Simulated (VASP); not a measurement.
Set up this calculation in VASP 6.6.1, as an ASE script.

```yaml
Task: single point
Functional: PBE
Potentials_or_basis: VASP PAW PBE potentials, release 64 (Hg_sv_GW)
Cutoff: 550 eV
k_mesh: 9 × 9 × 9
Occupations: gaussian, width 0.05 eV
Spin: no spin polarisation
Further_INCAR_settings: ALGO = Fast; EDIFF = 1.00e-06; NBANDS = 16
```

The structure of Hg lies in Hg.xyz:

```xyz
1
Lattice="2.1243184923 -2.6725824964 0.0000000000 2.1243184923 2.6725824964 0.0000000000 -2.1151288124 0.0000000000 2.8921990043" Properties=species:S:1:pos:R:3 pbc="T T T"
Hg     0.0000000000      0.0000000000      0.0000000000
```

These files were run (other wordings do the same):

run.py

```python
from ase.calculators.vasp import Vasp
from ase.dft.bandgap import bandgap
from ase.io import read

atoms = read('Hg.xyz')
calc = Vasp(
    directory='calc',
    xc='pbe',
    pp='PBE',
    setups='gw',
    prec='Accurate',
    encut=550,
    ediff=1e-06,
    ismear=0,
    sigma=0.05,
    lreal=False,
    lasph=True,
    nelm=100,
    algo='Fast',
    isif=2,
    lwave=False,
    lcharg=True,
    lelf=True,
    lvhar=True,
    kpts=[9, 9, 9],
    gamma=True,
    nbands=16,
)
atoms.calc = calc

print('energy (eV):', atoms.get_potential_energy())
print('free energy (eV):', atoms.get_potential_energy(force_consistent=True))
print('forces (eV/A):')
print(atoms.get_forces())
print('stress (eV/A^3, Voigt):', atoms.get_stress())
print('Fermi level (eV):', calc.get_fermi_level())
gap, top, bottom = bandgap(calc)
print('band gap (eV):', gap, 'from (spin, k, band)', top, 'to', bottom)
```

Potentials or basis: VASP PAW PBE potentials, release 64 (Hg_sv_GW).

Launch:

```sh
$ python run.py
```

It gave:

| Item | Value |
| --- | --- |
| Pressure | -0.8 GPa |
| Band gap on the k mesh | none (metal or under the smearing width) |

Run time: 91 s on 1 thread of Intel(R) Xeon(R) Platinum 8488C (Sapphire Rapids) (shared host), peak memory 0.27 GiB.
